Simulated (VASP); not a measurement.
The system is Pt.

```
CELL_PARAMETERS angstrom
0.00000 1.96090 1.96090
1.96090 0.00000 1.96090
1.96090 1.96090 0.00000
ATOMIC_POSITIONS crystal
Pt 0.00000 0.00000 0.00000
```

| Item | Value |
| --- | --- |
| Program | VASP 6.6.1 |
| Task | relaxation of cell and atoms |
| Functional | vdW-DF2 |
| Potentials or basis | VASP PAW PBE potentials, release 64 (Pt) |
| Cutoff | 600 eV |
| k mesh | 12 × 12 × 12 |
| Occupations | fermi-dirac, width 0.05 eV |
| Spin | no spin polarisation |

At the start: pressure 36.4 GPa; volume 15.08 Å³/atom.

Problem. How do energy, volume and symmetry change on relaxing?

Solution. Over 5 steps the energy falls by 223.0 meV/atom and the volume is 17.36 Å³/atom (+15.1 %); space group Fm-3m (No. 225, to 0.05 Å).

The path:
```csv
step,energy change (eV),largest force (eV/Å),pressure (GPa),volume (Å³)
1,0.0000,0.0000,36.38,15.08
2,0.4352,0.0000,-22.53,23.85
3,-0.2204,0.0000,-2.84,17.66
4,-0.2229,0.0000,-0.68,17.43
5,-0.2230,0.0000,-0.01,17.36
```

Final structure:
```
CELL_PARAMETERS angstrom
0.00000 2.05530 2.05530
2.05530 0.00000 2.05530
2.05530 2.05530 0.00000
ATOMIC_POSITIONS crystal
Pt 0.00000 0.00000 0.00000
```

Caveat: the volume moved by over 15 % at a fixed basis, so the end points are rough; the PAW data sets were made with another functional, which shifts forces and pressure a little; the volume moved by +15 % from the deposited cell, more than functionals usually miss.
